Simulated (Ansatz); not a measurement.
BiTe: enthalpy against pressure

BiTe, Fm-3m, a = 6.502 Å. The structure is a COD entry; whether it is the stable form wasn't checked. Ansatz: PBE, PAW, 420 eV, Γ-centred 12×12×12 mesh on 2 atoms, Gaussian smearing 0.10 eV; no spin polarisation. Cell and atoms are relaxed at each pressure, and no other structure is tried, so the rows at high pressure may lie past a change of phase. y is the enthalpy over the state at zero pressure; there V0 = 34.366 Å³/atom. The pressures are the targets, met within 0.05 GPa.

```
P (GPa) y (eV/atom)
   -1.0      -0.2167
    0.0       0.0000
    1.0       0.2122
    4.0       0.8257
   12.0       2.3401
   25.0            ?
   50.0       8.3341
   90.0      13.6239
```

Question: Fit y = c1 P + c2 P² + c3 P³ to the other rows, say what c1 and c2 mean, and predict the missing value.

Answer: Least squares on the rows shown. y = 0.20764 P − 0.0010622 P² + 4.8565×10⁻⁶ P³. Since dH/dP = V, c1 is V0: 0.20764 eV/GPa × 160.2 = 33.264 Å³ against 34.366; c2 = −V0/(2B0) gives B0 = 98 GPa, where a Birch–Murnaghan fit to the volumes of the same runs (not shown) gives 47 GPa. The volume falls by 42 % over the range, most steeply at the start, which a cubic can't follow: here c1 isn't V0 and c2 doesn't give B0. Above P = −c2/(3 c3) = 73 GPa the cubic's slope, the volume, would rise with pressure, so the form fails there. At P = 25.0 the fit asked for gives 4.6030 eV/atom. The run gave 4.5586 eV/atom, so the fit is 0.0444 eV/atom too high, 0.32 % of the span of the series, against an rms of 0.0069 eV/atom on the fitted rows. With a term in P⁴ added, a fit to the same known rows predicts 4.5288 eV/atom, a smaller miss on the other side.

The mesh isn't the same in all rows (12×12×12, 14×14×14). Spin–orbit coupling is left out, which can shift energies with elements as heavy as these.